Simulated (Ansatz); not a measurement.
MoP, DFT, PBEsol, all-electron LAPW, scalar-relativistic (Ansatz 0.2.0), run on 1 thread of Arm Neoverse V2 on a shared host.

The cell comes from COD entry 1539074, which wasn't checked; take it as a given geometry. The listed cell was then made from it by scaling, straining or moving an atom.

Command: `ansatz run input.yaml --threads 1 --pin off --max-ram 3072MiB --backend cpu --events-out ev --progress --plain --runs-dir out`

```yaml
crystal:
  lattice:
    - [3.2654128127, 0.0, 0.0]
    - [-1.6327064064, 2.8279304496, 0.0]
    - [0.0, 0.0, 3.2329916576]
  atoms:
    - { symbol: Mo, position: [0.0, 0.0, 0.0] }
    - { symbol: P, position: [0.3333333333, 0.6666666667, 0.5] }
kpoints:
  mp_grid: { grid: [15, 15, 13] }
  band_path:
    path:
      - [0.0, 0.0, 0.0]
      - [0.5, 0.0, 0.0]
      - [0.3333333333, 0.3333333333, 0.0]
      - [0.0, 0.0, 0.0]
      - [0.0, 0.0, 0.5]
      - [0.5, 0.0, 0.5]
      - [0.3333333333, 0.3333333333, 0.5]
      - [0.0, 0.0, 0.5]
      - [0.5, 0.0, 0.5]
    npoints: 5
scf:
  occupations: { method: fermi_dirac, width: 0.08 }
hamiltonian:
  xc: pbesol
  pseudopotentials: { kind: all_electron, lapw: { basis_error: 0.00025 } }
output:
  forces: true
  stress: true
  eigenvalues: true
```

**Question.** How large is the problem that the program sets up?

**Answer.** 189 irreducible k-points, 339 plane waves at Γ, 26 bands.

**Question.** Estimate the wall time and the peak memory.

**Answer.** 71 s of wall time for 7 SCF iterations, with a peak of 0.59 GiB. Times on shared machines scatter by tens of per cent.
